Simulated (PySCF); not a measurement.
Runs of PySCF 2.14.0 on CaO. Symmetry: Fm-3m, No. 225, cubic system. The conventional cell has a = 4.807 Å, b = 4.807 Å, c = 4.807 Å, α = 90.00°, β = 90.00°, γ = 90.00°. Ca (site symmetry m-3m) is surrounded by 6 O at 2.40 Å. Around O (site symmetry m-3m) lie 6 Ca at 2.40 Å. The cell is a database's computed one.

```tsv
level	exxdiv	three-centre integrals	gap on the mesh (eV)
PBE0	ewald	read from an earlier run's file	(a)
r2SCAN	-	read from an earlier run's file	5.07
PBEsol	-	read from an earlier run's file	4.16
LDA	-	-	4.08
```

Alike in all rows: task atomic charges; potentials or basis pob-tzvp-rev2 (all-electron); no spin polarisation; cell as given; k mesh 2 × 2 × 2; smearing fixed; the mesh is coarse, so values aren't converged.

Task: Fill in the values left out.

Result: (a) 6.98.

Caveats: all runs use coarse meshes; the default atom-centred grid shifts energies of crystals by up to some 10 meV an atom and pressures by some 0.5 GPa; the basis of atomic orbitals isn't converged, which shifts pressures, moduli and gaps; on so small a mesh gaps with full-range exact exchange can be off by tenths of an eV to over 1 eV (some runs).

